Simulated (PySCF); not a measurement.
A side-by-side comparison of computed properties.

First species: C7H12FN.
SMILES: `C1[C@@H](/C(=N\[H])[C@H](CC)C1)F`

Second species: C6H6O.
InChI=1S/C6H6O/c7-6-4-2-1-3-5-6/h1-5,7H

Levels: PBE0/pcSseg-1 for HOMO energy, LUMO energy and HOMO–LUMO gap. Geometries: GFN2-xTB. Each species is one conformer at its optimised geometry, gas phase, non-relativistic unless stated. Electronic properties by PySCF.

Dipoles, sizes and rotational constants follow the conformer. The torsions of the flexible species, by atom-mapped SMILES:
- `[OH:1][c:2]1[cH:3][cH:4][cH:5][cH:6][cH:7]1`: H–O1–C2–C3 180°

The conformers of `[H]/N=C1/[C@H](CC)CC[C@@H]1F` aren't listed.

Values for the first species:

| Item | Value |
| --- | --- |
| HOMO energy | -7.25 eV |
| LUMO energy | -0.39 eV |
| HOMO–LUMO gap | 6.86 eV |

**Question.** Estimate the same properties for the second species, and the change in each.

**Answer.** 
```json
{"property": "HOMO energy", "first": "-7.25 eV", "second": "-6.57 eV", "second less first": "+0.68 eV"}
{"property": "LUMO energy", "first": "-0.39 eV", "second": "-0.22 eV", "second less first": "+0.17 eV"}
{"property": "HOMO–LUMO gap", "first": "6.86 eV", "second": "6.35 eV", "second less first": "-0.51 eV"}
```

